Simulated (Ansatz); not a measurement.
**C: equation of state with PBE**

Crystal: C.

```
CELL_PARAMETERS angstrom
2.12732 -1.22828 0.00000
2.12732 1.22828 0.00000
-1.37907 0.00000 3.50283
ATOMIC_POSITIONS crystal
C 0.16664 0.16664 0.99991
C 0.83336 0.83336 0.00009
```

This is a stacking variant of graphite.

```yaml
Program: Ansatz 0.2.0
Task: equation of state
Functional: PBE
Potentials_or_basis: all-electron LAPW, scalar-relativistic
Basis_error_allowed: 0.0005 eV/atom
k_mesh: 13 × 13 × 8
Occupations: fermi-dirac, width 0.05 eV
Spin: no spin polarisation
```

| Property | Result |
| --- | --- |
| Equilibrium volume | 9.28 Å³/atom |
| Bulk modulus at fixed shape and positions | 263 GPa |
| Pressure derivative of the bulk modulus | 3.6 |

Energy against volume, from the lowest point:
```csv
volume (Å³/atom),energy (meV/atom)
8.604,45.14
8.787,23.16
8.970,8.73
9.153,1.21
9.336,0.00
9.519,4.55
9.702,14.36
```

All runs of the series together: 8.1 min on 1 thread of Intel(R) Xeon(R) Processor @ 2.50GHz (Skylake/Cascade Lake), on a shared host.

Caveat: the cell was scaled at fixed shape and fractional positions, which overstates the stiffness of a crystal with free parameters, most of all of layers and chains; this functional lacks dispersion, which binds the layers, so the pressure and a relaxed spacing across them are unreliable.
